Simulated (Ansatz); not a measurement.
The system is PbS.

```
Pb S
1.0
     2.07995   -5.99130    0.00000
     2.07995    5.99130    0.00000
     0.00000    0.00000    4.27932
Pb S
2 2
Direct
  0.13056 0.86944 0.25000
  0.86944 0.13056 0.75000
  0.35480 0.64520 0.25000
  0.64520 0.35480 0.75000
```

Measurements of this composition are mostly on another form, of space group No. 225.

| Property | Result |
| --- | --- |
| Program | Ansatz 0.2.0 |
| Task | relaxation of cell and atoms |
| Functional | PBEsol |
| Dispersion | D4 |
| Potentials or basis | Ansatz PAW |
| Cutoff | 420 eV (not typed: the program's choice for these potentials) |
| k mesh | 7 × 7 × 6 |
| Occupations | fermi-dirac, width 0.05 eV |
| Spin | no spin polarisation |

At the start: volume 26.66 Å³/atom.

Q: How do energy, volume and symmetry change on relaxing?

A: It ends after 7 steps and the volume is 24.33 Å³/atom (-8.7 %); space group Cmcm (No. 63, to 0.05 Å).

The path:
| step | energy change (eV) | largest force (eV/Å) | volume (Å³) |
| --- | --- | --- | --- |
| 1 | 0.0000 | 0.0340 | 106.65 |
| 2 | -0.0812 | 0.1456 | 95.25 |
| 3 | -0.0959 | 0.0859 | 97.47 |
| 4 | -0.0978 | 0.0180 | 97.84 |
| 5 | -0.0984 | 0.0067 | 97.34 |
| 6 | -0.0984 | 0.0005 | 97.34 |
| 7 | -0.0977 | 0.0004 | 97.34 |

Final structure:
```
Pb S
1.0
     2.02946   -5.68715    0.00000
     2.02946    5.68715    0.00000
     0.00000    0.00000    4.21680
Pb S
2 2
Direct
  0.12501 0.87499 0.25000
  0.87499 0.12501 0.75000
  0.36097 0.63903 0.25000
  0.63903 0.36097 0.75000
```

Caveat: the plane-wave basis is chosen anew once the cell has moved, so the energies of steps on either side of that aren't comparable; the PAW data sets come from PBE, with cores solved anew for the run's functional, which leaves a small shift of forces and pressure.
